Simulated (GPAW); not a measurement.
# V (P6_3/mmc) in GPAW: single point with PBE+D3(BJ)+U

Aim: the single point of V with PBE+D3(BJ)+U.

Everything below comes from runs of GPAW 26.7.0. Logs are shortened: lines on timing, memory, paths and dates and some standing lists are left out, and cuts for length are marked. The log counts tension as positive stress, the text compression.

**1. The cell of the first run**

The structure is hexagonal, space group P6_3/mmc (No. 194). The conventional cell has a = 2.639 Å, b = 2.639 Å, c = 4.785 Å, α = 90.00°, β = 90.00°, γ = 120.00°. Around V (site symmetry -6m2) lie 12 V at 2.64 to 2.84 Å.

This isn't the form of V at room conditions, which is bcc.

**2. Single point, PBE+D3(BJ)+U, collinear spin, zero start (volume scaled by 1.04)**

The input, run.py:

```python
from ase.calculators.mixing import SumCalculator
from ase.dft.bandgap import bandgap
from ase.io import read, write
from ase.units import GPa
from dftd3.ase import DFTD3
from gpaw import GPAW, PW

atoms = read('V.xyz')
atoms.set_initial_magnetic_moments([0.0, 0.0])

calc = GPAW(mode=PW(600),
            xc='PBE',
            kpts={'size': (12, 12, 6), 'gamma': True},
            occupations={'name': 'methfessel-paxton', 'width': 0.1, 'order': 1},
            setups={'V': ':d,5.3'},
            spinpol=True,
            nbands=26,
            convergence={'density': 1e-05, 'energy': 1e-05},
            maxiter=150,
            txt='gpaw.txt')
atoms.calc = SumCalculator([calc, DFTD3(method='pbe', damping='d3bj')])
energy = atoms.get_potential_energy()
forces = atoms.get_forces()
stress = atoms.get_stress()
calc.write('gs.gpw')
write('result.traj', atoms)
print(f'Energy: {energy:.6f} eV')
print('Forces (eV/A):')
print(forces.round(4))
print('Stress (GPa):', (stress / GPa).round(3))
print('Moments:', calc.get_magnetic_moments().round(3))
print('Fermi level:', round(calc.get_fermi_level(), 4), 'eV')
print(f'Gap: {bandgap(calc)[0]:.4f} eV, direct: {bandgap(calc, direct=True)[0]:.4f} eV')
```

The input, V.xyz:

```xyz
2
Lattice="2.6385650605 0.0000000000 0.0000000000 -1.3192825302 2.2850643718 0.0000000000 0.0000000000 0.0000000000 4.7854922858" Properties=species:S:1:pos:R:3 pbc="T T T"
V     -0.0000000001      1.5233762479      1.1963730714
V      1.3192825304      0.7616881239      3.5891192144
```

Potentials or basis: GPAW PAW data sets (gpaw-data 1.2.1), pw.

Started as:

```sh
OMP_NUM_THREADS=1 python run.py
```

gpaw.txt:

```text
__  _  _
 | _ |_)|_||  |
 |__||  | ||/\| - 26.7.0

Input parameters:
  mode=PW(ecut=600.0),
  convergence={'density': 1e-05, 'energy': 1e-05},
  kpts=MonkhorstPack(size=(12, 12, 6), gamma=True),
  maxiter=150,
  nbands=26,
  occupations=Occupations(name='methfessel-paxton', width=0.1, order=1),
  setups={'V': ':d,5.3'},
  spinpol=True,
  xc=XC(name='PBE')

Diagonalizing LCAO Hamiltonian
Converting LCAO to pw mode

          V

        V

Atoms  # Å, Bohr magnetons
|   | symbol |         x |        y |        z |    initial magnetic moments |
|---|--------|-----------|----------|----------|-----------------------------|
| 0 |      V | -0.000000 | 1.523376 | 1.196373 | ( 0.0000,  0.0000,  0.0000) |
| 1 |      V |  1.319283 | 0.761688 | 3.589119 | ( 0.0000,  0.0000,  0.0000) |

Unit cell  # Å
| periodic |         x |        y |        z |  lengths |     angles |
|----------|-----------|----------|----------|----------|------------|
|      yes |  2.638565 | 0.000000 | 0.000000 | 2.638565 |  90.000000 |
|      yes | -1.319283 | 2.285064 | 0.000000 | 2.638565 |  90.000000 |
|      yes |  0.000000 | 0.000000 | 4.785492 | 4.785492 | 120.000000 |

Number of symmetries: 12
Symmetry operations  # r_c * U_cc + t_c -> r_c
|    | kind |            matrix            |
|----|------|------------------------------|
|  0 |  σ   |  1, 1, 0,  0,-1, 0,  0, 0, 1 |
|  1 |  S6  |  1, 1, 0, -1, 0, 0,  0, 0,-1 |
|  2 |  E   |  1, 0, 0,  0, 1, 0,  0, 0, 1 |
|  3 |  C2  |  1, 0, 0, -1,-1, 0,  0, 0,-1 |
|  4 |  C2  |  0, 1, 0,  1, 0, 0,  0, 0,-1 |
|  5 |  C3  |  0, 1, 0, -1,-1, 0,  0, 0, 1 |
|  6 |  S6  |  0,-1, 0,  1, 1, 0,  0, 0,-1 |
|  7 |  σ   |  0,-1, 0, -1, 0, 0,  0, 0, 1 |
|  8 |  σ   | -1, 0, 0,  1, 1, 0,  0, 0, 1 |
|  9 |  i   | -1, 0, 0,  0,-1, 0,  0, 0,-1 |
| 10 |  C3  | -1,-1, 0,  1, 0, 0,  0, 0, 1 |
| 11 |  C2  | -1,-1, 0,  0, 1, 0,  0, 0,-1 |

BZ-sampling:
  Number of BZ points: 864
  Number of IBZ points: 100

  Monkhorst-Pack size: [12, 12, 6]
  Monkhorst-Pack shift: [0.041666666666666664, 0.041666666666666664, 0.08333333333333333]

K-points  # in reciprocal-cell coordinates
|     |                                coordinates |     weight |
|-----|--------------------------------------------|------------|
|   0 | ( -0.00000000,  -0.00000000,   0.00000000) | 0.00115741 |
|   1 | ( -0.00000000,  -0.00000000,   0.16666667) | 0.00231481 |
|   2 | ( -0.00000000,  -0.00000000,   0.33333333) | 0.00231481 |
|   3 | ( -0.00000000,  -0.00000000,   0.50000000) | 0.00115741 |
|   4 | (  0.08333333,  -0.00000000,  -0.33333333) | 0.00694444 |
|   5 | (  0.08333333,  -0.00000000,  -0.16666667) | 0.00694444 |
|   6 | (  0.08333333,  -0.00000000,   0.00000000) | 0.00694444 |
|   7 | (  0.08333333,  -0.00000000,   0.16666667) | 0.00694444 |
|   8 | (  0.08333333,  -0.00000000,   0.33333333) | 0.00694444 |
|   9 | (  0.08333333,  -0.00000000,   0.50000000) | 0.00694444 |
| ... |                                            |            |
|  99 | (  0.50000000,   0.50000000,   0.50000000) | 0.00347222 |

Plane wave coefficients: 976
Cutoff: 600.0 eV

Spin-components: 2 (collinear spins)
Bands:           26
Projectors:      12
Spin-degeneracy: 1
Datatype:        complex128

Parallelization:
  kpt:    1
  domain: 1
  band:   1

Density:
  Valence electrons: 26.0
  Components: 2
  Grid points: [15 15 28]
  Charge: 0.0  # |e|

Potential:
  Grid points: [15 15 28]

species:
  V:
    name:    Vanadium
    Z:       23.0
    valence: 13
    core:    10
    charge:  0.0  # [|e|]
    Hubbard: {U: 5.3,  # eV
              l: 2,
              scale: True}
    compensation charges:
      type: gauss
      rc: 0.37  # [Å]
      lmax: 2
    cutoffs:
      filter: 2.14  # [Å]
      core: 0.96  # [Å]
    projectors
    | kind |    occ | energy [eV] | rcut [Å] |
    |------|--------|-------------|----------|
    |   3s |  2.000 |     -70.222 |    1.254 |
    |   4s |  2.000 |      -4.702 |    1.254 |
    |   3p |  6.000 |     -44.043 |    1.281 |
    |   4p |  0.000 |      -1.444 |    1.281 |
    |   3d |  3.000 |      -5.164 |    1.169 |
    |    d |        |      22.047 |    1.169 |

    Using partial waves for V as LCAO basis

Reference energy: -51640.991124  # eV

eigensolver:
  PPCG
  Converge bands: occupied
  niter=2

density mixing:
  MSR1-Mixer
  Pratt-step length: 0.05
  Maximum mixing coefficient: 0.75
  Old densities: 10
  SVD Regularization: 0.005
  Good broyden scale: 1.0
  Trust region scale: 1.0
  Backstep threshold: 4.0
  History deletion threshold: 6.0
  Fourier metric: weight=20.0, sigma=0.015

occupation numbers:
  Methfessel-Paxton:
    width: 0.1000  # eV
    order: 1

poisson solver:
  ecut: 4800.0  # eV

xc functional:
  name: PBE with 2 nearest neighbor stencil

convergence criteria:
- Maximum integral of absolute [dens]ity change: 1e-05 electrons / valence electron
- Maximum [total energy] change in last 3 cyles: 1e-05 eV / valence electron
- Maximum integral of absolute [eigenst]ate change: 4e-08 eV^2 / valence electron
maximum number of iterations: 150

SCF iterations
|iter     | |      energy | eigst |  dens |  magmom |
|---------|-|-------------|-------|-------|---------|
|iter:   1| |   -6.139224 | +0.56 |       |  +0.0000|
|iter:   2| |   -5.825279 | -1.62 | -1.07 |  +0.0000|
|iter:   3| |   -5.029673 | -1.23 | -1.13 |  +0.0000|
|iter:   4| |   -5.170284 | -3.15 | -1.87 |  -0.0000|
|iter:   5| |   -5.487410 | -3.02 | -2.01 |  -0.0002|
|iter:   6| |   -5.552950 | -3.17 | -2.09 |  -0.0002|
|iter:   7| |   -5.744470 | -2.18 | -2.19 |  -0.0003|
|iter:   8| |   -5.750016 | -3.73 | -2.50 |  -0.0005|
|iter:   9| |   -5.752880 | -3.69 | -2.80 |  -0.0008|
|iter:  10| |   -5.752872 | -5.62 | -3.56 |  -0.0010|
|iter:  11| |   -5.752871c| -7.54c| -4.31 |  -0.0013|
|iter:  12| |   -5.752874c| -7.40c| -4.50 |  -0.0017|
|iter:  13| |   -5.752874c| -7.71c| -4.48 |  -0.0023|
|iter:  14| |   -5.752874c| -7.99c| -4.42 |  -0.0015|
|iter:  15| |   -5.752874c| -7.65c| -4.60 |  -0.0022|
|iter:  16| |   -5.752874c| -7.81c| -4.50 |  -0.0015|
|iter:  17| |   -5.752873c| -8.36c| -4.64 |  -0.0012|
|iter:  18| |   -5.752873c| -8.25c| -4.75 |  -0.0007|
|iter:  19| |   -5.752873c| -8.39c| -4.97 |  -0.0004|
|iter:  20| |   -5.752873c| -8.50c| -5.27c|  -0.0000|

Converged in 20 steps
Energy contributions relative to reference atoms: (reference = -51640.991124)

Energy contributions:
  Kinetic:          -1.303330
  Coulomb:           0.948068
  Zero:              0.267352
  External:          0.000000
  Xc:               -5.664488
  Entropy:          -0.000712
  Spinorbit:         0.000000
  ----------------------------
  Free energy:      -5.753111
  Extrapolated:     -5.752873

dipole moment: (0.000000, 0.000000, 0.000000)  # |e|*Ang

Total magnetic moment: (0.000000, 0.000000, -0.000025)

Local magnetic moments
|        x |        y |         z |
|----------|----------|-----------|
| 0.000000 | 0.000000 | -0.000020 |  # V    0
| 0.000000 | 0.000000 | -0.000020 |  # V    1

Fermi level: 9.366
Eigenvalues  # (at kpt = [-0.000, -0.000, 0.000])
| band index |      eig [eV] | occ [0-1] |      eig [eV] | occ [0-1] |
|------------|---------------|-----------|---------------|-----------|
|          0 |       -55.292 |     1.000 |       -55.292 |     1.000 |
|        ... |               |           |               |           |
|          4 |       -28.886 |     1.000 |       -28.886 |     1.000 |
|          5 |       -28.838 |     1.000 |       -28.838 |     1.000 |
|          6 |       -28.838 |     1.000 |       -28.838 |     1.000 |
|          7 |       -28.389 |     1.000 |       -28.389 |     1.000 |
|          8 |         2.301 |     1.000 |         2.301 |     1.000 |
|          9 |         4.980 |     1.000 |         4.979 |     1.000 |
[... 8 lines left out ...]
|         18 |        13.904 |     0.000 |        13.904 |     0.000 |
|         19 |        13.904 |     0.000 |        13.904 |     0.000 |
|        ... |               |           |               |           |
|         25 |        32.962 |     0.000 |        32.962 |     0.000 |

No gap
No difference between direct/indirect transitions

Forces  # eV/Ang
|        x |        y |        z |
|----------|----------|----------|
| -0.00000 |  0.00000 | -0.00001 |  # V    0
| -0.00000 | -0.00000 |  0.00001 |  # V    1

Stress tensor  # eV/Ang^3
|         x |         y |         z |
|-----------|-----------|-----------|
| -0.106346 |  0.000000 |  0.000000 |
|  0.000000 | -0.106346 |  0.000000 |
|  0.000000 |  0.000000 | -0.033018 |

# Writing to gs.gpw (mode='')
```

Wall time 2.3 min (1 thread of Arm Neoverse V1, shared host); peak memory 0.24 GiB.

Results:

```yaml
Free_energy: -7.0176 eV
Pressure: 5.8 GPa
Band_gap_on_the_k_mesh: none (metal or under the smearing width)
Net_moment: 0.00 μB per cell
Dispersion_energy_per_atom: -0.632 eV
```

Levels at points of the mesh, in eV from the Fermi level:
Spin up:
```csv
k point,band 9,band 10,band 11,band 12,band 13,band 14,band 15,band 16,band 17,band 18
"(0.00, 0.00, 0.00)",-7.07,-4.39,-2.03,-0.51,0.63,0.64,0.93,0.94,3.49,3.49
"(0.00, 0.00, 0.50)",-5.46,-5.46,-2.21,-2.21,0.72,0.72,0.72,0.72,4.10,4.10
"(0.50, 0.50, 0.00)",-2.89,-2.76,-1.44,-0.98,-0.84,0.89,2.22,3.33,3.70,3.80
"(0.50, 0.50, 0.50)",-2.70,-2.70,-1.81,-1.81,0.91,0.91,3.24,3.24,3.38,3.38
```
Spin down:
```csv
k point,band 9,band 10,band 11,band 12,band 13,band 14,band 15,band 16,band 17,band 18
"(0.00, 0.00, 0.00)",-7.07,-4.39,-2.03,-0.51,0.63,0.64,0.93,0.94,3.49,3.49
"(0.00, 0.00, 0.50)",-5.46,-5.46,-2.21,-2.21,0.72,0.72,0.72,0.72,4.10,4.10
"(0.50, 0.50, 0.00)",-2.89,-2.76,-1.44,-0.98,-0.84,0.89,2.22,3.33,3.70,3.80
"(0.50, 0.50, 0.50)",-2.70,-2.70,-1.81,-1.81,0.91,0.91,3.24,3.24,3.38,3.38
```

Caveat: this smearing can pin the Fermi level at a band edge; pairwise dispersion overbinds metals, which lowers pressure and volume; the U is typed as a test and isn't derived for this compound.
